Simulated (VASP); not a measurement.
# AlN (P6_3mc) in VASP: phonons with r2SCAN

Aim: the phonons of AlN with r2SCAN.

Everything below comes from runs of VASP 6.6.1. Logs are shortened: lines on timing, memory, paths and dates and some standing lists are left out, and cuts for length are marked.

## 1. The crystal as given

It takes space group P6_3mc (No. 186, hexagonal). The conventional cell has a = 3.107 Å, b = 3.107 Å, c = 4.978 Å, α = 90.00°, β = 90.00°, γ = 120.00°. Al (site symmetry 3m) is surrounded by 4 N at 1.89 to 1.90 Å. Around N (site symmetry 3m) lie 4 Al at 1.89 to 1.90 Å.

The cell was built by a generator and needn't be a form met in nature.

## 2. Phonons, r2SCAN

INCAR reads:

```
SYSTEM = AlN
ALGO = Normal ; EDIFF = 1E-8
ENCUT = 520 ; IBRION = 6
ISIF = 2 ; ISMEAR = 0
LASPH = .TRUE. ; LCHARG = .TRUE.
LMIXTAU = .TRUE. ; LREAL = .FALSE.
LWAVE = .FALSE. ; METAGGA = R2SCAN
NBANDS = 16 ; NELM = 100
NFREE = 2 ; NSW = 1
POTIM = 0.015 ; PREC = Accurate
SIGMA = 0.01
```

KPOINTS reads:

```
k-points
0
G
  8 8 5
  0 0 0
```

POSCAR reads:

```
AlN
1.0
    3.1066587661      0.0000000000      0.0000000000
   -1.5533293830      2.6904454123      0.0000000000
    0.0000000000      0.0000000000      4.9784087647
Al N
2 2
Direct
    0.3333333333      0.6666666667      0.0001822151
    0.6666666667      0.3333333333      0.5001822151
    0.3333333333      0.6666666667      0.3818177849
    0.6666666667      0.3333333333      0.8818177849
```

Potentials or basis: VASP PAW PBE potentials, release 64 (Al, N).

On the command line:

```
$ cat potpaw_PBE.64/Al/POTCAR potpaw_PBE.64/N/POTCAR > POTCAR
$ mpirun -np 1 vasp_std > vasp.out
```

OUTCAR:

```text
SYSTEM = AlN
   EDIFF = 1E-8
   ENCUT = 520
   IBRION = 6
   ISIF = 2
   ISMEAR = 0
   LASPH = .TRUE.
   LREAL = .FALSE.
   METAGGA = R2SCAN
   NELM = 100
   NFREE = 2
   NSW = 1
   POTIM = 0.015
   PREC = Accurate

 ion  position               nearest neighbor table
   1  0.333  0.667  0.000-   4 1.89   4 1.89   4 1.89   3 1.90   2 3.07   2 3.07   2 3.07   2 3.07
                             2 3.07   2 3.07
   2  0.667  0.333  0.500-   3 1.89   3 1.89   3 1.89   4 1.90   1 3.07   1 3.07   1 3.07   1 3.07
                             1 3.07   1 3.07
   3  0.333  0.667  0.382-   2 1.89   2 1.89   2 1.89   1 1.90
   4  0.667  0.333  0.882-   1 1.89   1 1.89   1 1.89   2 1.90

  LATTYP: Found a hexagonal cell.
 ALAT       =     3.1066587661
 C/A-ratio  =     1.6024961670

  Lattice vectors:

 A1 = (   3.1066587661,   0.0000000000,   0.0000000000)
 A2 = (  -1.5533293830,   2.6904454123,   0.0000000000)
 A3 = (   0.0000000000,   0.0000000000,   4.9784087647)

Analysis of symmetry for initial positions (statically):
=====================================================================
 Subroutine PRICEL returns:
 Original cell was already a primitive cell.

 Routine SETGRP: Setting up the symmetry group for a
 hexagonal supercell.

 Subroutine GETGRP returns: Found 12 space group operations
 (whereof  6 operations were pure point group operations)
 out of a pool of 24 trial point group operations.

The static configuration has the point symmetry C_3v.
 The point group associated with its full space group is C_6v.

Analysis of symmetry for dynamics (positions and initial velocities):
=====================================================================
 Subroutine PRICEL returns:
 Original cell was already a primitive cell.

 Routine SETGRP: Setting up the symmetry group for a
 hexagonal supercell.

 Subroutine GETGRP returns: Found 12 space group operations
 (whereof  6 operations were pure point group operations)
 out of a pool of 24 trial point group operations.

The dynamic configuration has the point symmetry C_3v.
 The point group associated with its full space group is C_6v.

 Subroutine INISYM returns: Found 12 space group operations
 (whereof  6 operations are pure point group operations),
 and found     1 'primitive' translations

----------------------------------------------------------------------------------------

                                     Primitive cell

  volume of cell :      41.6110

  direct lattice vectors                    reciprocal lattice vectors
     3.106658766  0.000000000  0.000000000     0.321889231  0.185842834  0.000000000
    -1.553329383  2.690445412  0.000000000     0.000000000  0.371685668  0.000000000
     0.000000000  0.000000000  4.978408765     0.000000000  0.000000000  0.200867395

  length of vectors
     3.106658766  3.106658766  4.978408765     0.371685668  0.371685668  0.200867395

  position of ions in fractional coordinates (direct lattice)
     0.333333333  0.666666667  0.000182215
     0.666666667  0.333333333  0.500182215
     0.333333333  0.666666667  0.381817785
     0.666666667  0.333333333  0.881817785

  ion indices of the primitive-cell ions
   primitive index   ion index
                 1           1
                 2           2
                 3           3
                 4           4

----------------------------------------------------------------------------------------

 KPOINTS: k-points

Automatic generation of k-mesh.
[... 72 lines left out ...]
   ISIF   =      2    stress and relaxation
   ISYM   =      2    0-nonsym 1-usesym 2-fastsym
   POTIM  = 0.0150    time-step for ionic-motion
   TEBEG  =    0.0;   TEEND  =   0.0 temperature during run
   PSTRESS=    0.0 pullay stress
   NELECT =      16.0000    total number of electrons
   NUPDOWN=      -1.0000    fix difference up-down
   EMIN   =  10.00;   EMAX   =-10.00  energy-range for DOS
   EFERMI =   0.00;   METHOD = LEGACY
   ISMEAR =     0;   SIGMA  =   0.01  broadening in eV -4-tet -1-fermi 0-gaus
   EFERMI_NEDOS =   21; number of points for ismear=-14 and -15
   IALGO  =     38    algorithm
   IMIX   =      4    mixing-type and parameters
     AMIX     =   0.40;   BMIX     =  1.00
     AMIX_MAG =   1.60;   BMIX_MAG =  1.00
  volume/ion in A,a.u.               =      10.40        70.20
  Fermi-wavevector in a.u.,A,eV,Ry     =   1.190452  2.249629 19.281865  1.417177
  Thomas-Fermi vector in A             =   2.326537
   LORBIT       =      0    0 simple, 1 ext, 2 COOP (PROOUT), +10 PAW based schemes
   METAGGA = R2SCAN    functional components
   LHFCALC =     F    Hartree Fock is set to
   AEXX    =    0.0000 exact exchange contribution
   IVDW    =     0    specifies the selected vdW correction
   LEPSILON=     F    determine dielectric tensor
   LRPA    =     F    only Hartree local field effects (RPA)
 finite differences with symmetry
 non-spin polarized calculation
 Gauss-broadening in eV      SIGMA  =   0.01
  energy-cutoff  :      520.00
  volume of cell :       41.61
 maximum number of plane-waves:      1136
 NGX is ok and might be reduce to    24
   NGX = 11   NGY = 11   NGZ = 19

--------------------------------------- Ionic step        1  -------------------------------------------

 number of electron      15.9999996 magnetization

 Free energy of the ion-electron system (eV)
  ---------------------------------------------------
  ext. energy  EPLUGINS =         0.00000000
  ---------------------------------------------------
  free energy    TOTEN  =       -38.45628674 eV

  energy without entropy =      -38.45628674  energy(sigma->0) =      -38.45628674

------------------------ aborting loop because EDIFF is reached ----------------------------------------

  FORCE on cell =-STRESS in cart. coord.  units (eV):
  Direction    XX          YY          ZZ          XY          YZ          ZX
  --------------------------------------------------------------------------------------
  -------------------------------------------------------------------------------------
  Total       -0.0977235     -0.0977235     -0.0977323     -0.0000000      0.0000000      0.0000000
  in kB       -3.7627165     -3.7627165     -3.7630548     -0.0000000      0.0000000      0.0000000
  external PRESSURE =      -3.7628292 kB  Pullay stress =       0.0000000 kB
[... 291 lines left out ...]
--------------------------------------- Ionic step        9  -------------------------------------------

 number of electron      15.9999997 magnetization

 Free energy of the ion-electron system (eV)
  ---------------------------------------------------
  ext. energy  EPLUGINS =         0.00000000
  ---------------------------------------------------
  free energy    TOTEN  =       -38.45398285 eV

  energy without entropy =      -38.45398285  energy(sigma->0) =      -38.45398285

 E-fermi :   5.9949     XC(G=0): -11.4168

 val. band max:        5.8936350587   @ k =   0.0000   0.0000   0.0000
 cond. band min:      10.8369157420   @ k =   0.0000   0.0000   0.0000
 fundamental gap:      4.9432806833
 Fermi energy:         5.9949244964

 k-point     1 :       0.0000    0.0000    0.0000
  band No.  band energies     occupation
      1     -10.0622      2.00000
      2      -7.9390      2.00000
      3      -0.1592      2.00000
      4       5.0446      2.00000
      5       5.0446      2.00000
      6       5.7057      2.00000
[... 433 lines left out ...]
      3       0.6068      2.00000
      4       1.0166      2.00000
      5       3.8589      2.00000
      6       4.3471      2.00000
[... 8 lines left out ...]
     15      19.4668      0.00000
     16      20.7836      0.00000

 [... further k-points ...]

------------------------ aborting loop because EDIFF is reached ----------------------------------------

  FORCE on cell =-STRESS in cart. coord.  units (eV):
  Direction    XX          YY          ZZ          XY          YZ          ZX
  --------------------------------------------------------------------------------------
  -------------------------------------------------------------------------------------
  Total       -0.1784895     -0.1784895      0.0958192     -0.0000000      0.0000000      0.0000000
  in kB       -6.8725034     -6.8725034      3.6893922     -0.0000000      0.0000000      0.0000000
  external PRESSURE =      -3.3518715 kB  Pullay stress =       0.0000000 kB
[... 19 lines left out ...]
  FREE ENERGIE OF THE ION-ELECTRON SYSTEM (eV)
  ---------------------------------------------------
  free  energy   TOTEN  =       -38.4539828472 eV

  energy  without entropy=      -38.4539828472  energy(sigma->0) =      -38.45398285

 INTERNAL STRAIN TENSORS FROM DISPLACED ATOMS
 ============================================

 INTERNAL STRAIN TENSOR FOR ION    1 for displacements in x,y,z  (eV/Angst):
          X           Y           Z          XY          YZ          ZX
  --------------------------------------------------------------------------------
  x    -0.00000     0.00000    -0.00000    -8.90996    -0.00000    -5.26673
  y    -8.90996     8.90996     0.00000     0.00000    -5.26673    -0.00000
  z    -5.50428    -5.50428    12.12870    -0.00000    -0.00000     0.00000

 INTERNAL STRAIN TENSOR FOR ION    4 for displacements in x,y,z  (eV/Angst):
          X           Y           Z          XY          YZ          ZX
  --------------------------------------------------------------------------------
  x     0.00000    -0.00000     0.00000    10.67684     0.00000     5.26708
  y    10.67684   -10.67684     0.00000    -0.00000     5.26708     0.00000
  z     5.48864     5.48864   -12.29224     0.00000     0.00000     0.00000

 Eigenvectors and eigenvalues of the dynamical matrix
 ----------------------------------------------------

   1 f  =   22.224333 THz   139.639604 2PiTHz  741.323963 cm-1    91.912416 meV
             X         Y         Z           dx          dy          dz
     -0.000000  1.793630  0.000907     0.000000   -0.000000   -0.015441
      1.553329  0.896815  2.490112     0.000000   -0.000000    0.015441
     -0.000000  1.793630  1.900845    -0.000000    0.000000   -0.706938
      1.553329  0.896815  4.390049    -0.000000    0.000000    0.706938
[... 71 lines left out ...]
  12 f/i=    0.054317 THz     0.341285 2PiTHz    1.811828 cm-1     0.224638 meV
             X         Y         Z           dx          dy          dz
     -0.000000  1.793630  0.000907    -0.000000    0.000000   -0.574940
      1.553329  0.896815  2.490112    -0.000000    0.000000   -0.574940
     -0.000000  1.793630  1.900845    -0.000000    0.000000   -0.411635
      1.553329  0.896815  4.390049    -0.000000    0.000000   -0.411635

 ELASTIC MODULI CONTR FROM IONIC RELAXATION (kBar)
 Direction    XX          YY          ZZ          XY          YZ          ZX
 --------------------------------------------------------------------------------
 XX        -698.4647    345.4250    392.1514     -0.0000      0.0000      0.0000
 YY         345.4250   -698.4647    392.1514     -0.0000     -0.0000     -0.0000
 ZZ         392.1514    392.1514   -871.1920      0.0000     -0.0000     -0.0000
 XY          -0.0000     -0.0000      0.0000   -521.9449     -0.0000     -0.0000
 YZ           0.0000     -0.0000     -0.0000      0.0000   -135.9819     -0.0000
 ZX           0.0000     -0.0000     -0.0000     -0.0000     -0.0000   -135.9816
 --------------------------------------------------------------------------------
```

Wall time 8.9 min (1 thread of Intel Xeon 6975P-C (Granite Rapids), shared host); peak memory 0.29 GiB.

What came out:

```
Highest phonon frequency at Γ, LO-TO splitting left out : 741 cm⁻¹
```

Phonon frequencies in cm⁻¹ (negative: imaginary):
```tsv
q point	frequencies
(0.000, 0.000, 0.000)	-2 0 0 250 250 556 624 668 668 681 681 741
```

Caveat: the PAW data sets were made with another functional, which shifts forces and pressure a little.
